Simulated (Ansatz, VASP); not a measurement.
# One calculation of Ta, two programs

The input INCAR:

```
SYSTEM = Ta
ALGO = Normal
EDIFF = 1E-7
ENCUT = 520
ISIF = 2
ISMEAR = -1
LASPH = .TRUE.
LCHARG = .FALSE.
LREAL = .FALSE.
LWAVE = .FALSE.
NBANDS = 18
NELM = 80
PREC = Accurate
SIGMA = 0.05
```

File KPOINTS:

```
k-points
0
G
  13 13 7
  0 0 0
```

The input POSCAR:

```
Ta
1.0
    2.9003720700      0.0000000000      0.0000000000
   -1.4501860400      2.5117959000      0.0000000000
    0.0000000000      0.0000000000      5.1662740000
Ta
2
Direct
    0.6666666704      0.3333333294      0.7500000000
    0.3333333330      0.6666666706      0.2500000000
```

Input for Ansatz:

```yaml
crystal:
  lattice:
    - [2.90037207, 0.0, 0.0]
    - [-1.45018604, 2.5117959, 0.0]
    - [0.0, 0.0, 5.166274]
  atoms:
    - { symbol: Ta, position: [0.6666666704224482, 0.3333333293521181, 0.7500000000000001] }
    - { symbol: Ta, position: [0.33333333302538526, 0.6666666706478818, 0.25] }
kpoints:
  mp_grid:
    grid: [13, 13, 7]
hamiltonian:
  xc: lda
  pseudopotentials:
    kind: paw
scf:
  occupations:
    method: fermi_dirac
    width: 0.05
output:
  forces: true
  stress: true
  eigenvalues: true
```

This isn't the form of Ta at room conditions, which is bcc.

Alike in both runs: task single point; functional LDA; k mesh 13 × 13 × 7; occupations fermi-dirac, width 0.05 eV; no spin polarisation.

|  | VASP | Ansatz |
| --- | --- | --- |
| version | VASP 6.6.1 | Ansatz 0.2.0 |
| potentials or method | VASP PAW LDA potentials, release 64 (Ta_pv) | plane waves, PAW |
| plane-wave cutoff (eV) | 520 | 420 |
| valence electrons in the cell | 22 | 26 |

|  | VASP | Ansatz | Ansatz less VASP |
| --- | --- | --- | --- |
| gap on the k mesh at the Fermi level (eV) | none | none | - |
| pressure (GPa) | -11.2 | -11.8 | -0.60 |
| largest component of the traceless stress (GPa) | 0.77 | 0.71 | -0.055 |

A gap of «none» marks a metal or a gap that the smearing closes. The two sets of potentials don't hold the same shells in valence.

Spin-orbit coupling is left out, which matters for the levels of Ta.
